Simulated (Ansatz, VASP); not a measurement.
**Al2Au: VASP beside Ansatz**

```
CELL_PARAMETERS angstrom
0.00000 3.00000 3.00000
3.00000 0.00000 3.00000
3.00000 3.00000 0.00000
ATOMIC_POSITIONS crystal
Al 0.25000 0.25000 0.25000
Al 0.75000 0.75000 0.75000
Au 0.00000 0.00000 0.00000
```

Alike in both runs: task electric field gradients; functional PBE; k mesh 11 × 11 × 11; occupations fermi-dirac, width 0.05 eV; no spin polarisation.

|  | VASP | Ansatz |
| --- | --- | --- |
| version | VASP 6.6.1 | Ansatz 0.2.0 |
| potentials or method | VASP PAW PBE potentials, release 64 (Al, Au) | PAW with Ansatz's default frozen-core files, scalar-relativistic |
| plane-wave cutoff (eV) | 520 | 420 |
| valence electrons in the cell | 17 | 25 |

Ansatz gave:

| Property | Result |
| --- | --- |
| pressure (GPa) | 3.4 |
| Vzz of the field gradient on the site that differs most (V/Å²) | 0.0 |

Task: What did VASP give for the same quantities?

Result: Pressure (GPa): 3.2; Vzz of the field gradient on the site that differs most (V/Å²): 0.0.

The two sets of potentials don't hold the same shells in valence. Ansatz warned: «gradients_without_spin_orbit».

Spin-orbit coupling is left out, which matters for the levels of Au.
